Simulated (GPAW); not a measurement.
Crystal: MgS (Niningerite).

```
S Mg
1.0
     0.00000    2.60165    2.60165
     2.60165    0.00000    2.60165
     2.60165    2.60165    0.00000
S Mg
1 1
Direct
  0.50000 0.50000 0.50000
  0.00000 0.00000 0.00000
```

Base run:

- Program: GPAW 26.7.0
- Functional: PBE
- Potentials or basis: GPAW PAW data sets (gpaw-data 1.2.1)
- Cutoff: 650 eV
- Basis: pw
- k mesh: 7 × 7 × 7
- Occupations: fermi-dirac, width 0.05 eV
- Spin: no spin polarisation

Its results: band gap on the k mesh 3.01 eV, indirect (least direct gap 3.72 eV); pressure 1.0 GPa.

Question: The run is repeated on the same cell with these changes: functional from PBE to AM05; potentials or basis from GPAW PAW data sets (gpaw-data 1.2.1) to PAW data sets generated in the run's folder for this functional; cutoff from 650 eV to 600 eV. What comes out?

Answer: Band gap on the k mesh 2.97 eV, indirect (least direct gap 3.66 eV); pressure -0.7 GPa.

Caveats: the cutoff is short for stress and forces, so pressures can be off by a GPa or more; an odd mesh through Γ misses points on the zone boundary, where band edges often lie.
